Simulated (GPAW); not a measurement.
The system is SrO.

```xyz
2
Lattice="0.0000 2.5663 2.5663 2.5663 0.0000 2.5663 2.5663 2.5663 0.0000" Properties=species:S:1:pos:R:3 pbc="T T T"
Sr    2.5663    2.5663    2.5663
O     0.0000    0.0000    0.0000
```

Base run:

```yaml
Program: GPAW 26.7.0
Functional: TB-mBJ
Potentials_or_basis: GPAW PAW data sets for LDA (gpaw-data 1.2.1)
Cutoff: 800 eV
Basis: pw
k_mesh: 10 × 10 × 10
Occupations: fermi-dirac, width 0.05 eV
Spin: no spin polarisation
```

Its results: band gap on the k mesh 4.96 eV, indirect (least direct gap 5.01 eV).

Problem. The run is repeated on the same cell with these changes: k mesh from 10 × 10 × 10 to 7 × 7 × 7. What comes out?

Solution. Band gap on the k mesh 5.04 eV, indirect (least direct gap 5.11 eV).

Caveats: a model potential gives levels but no total energy; an odd mesh through Γ misses points on the zone boundary, where band edges often lie (some runs).

Not every run made on this cell is shown here.
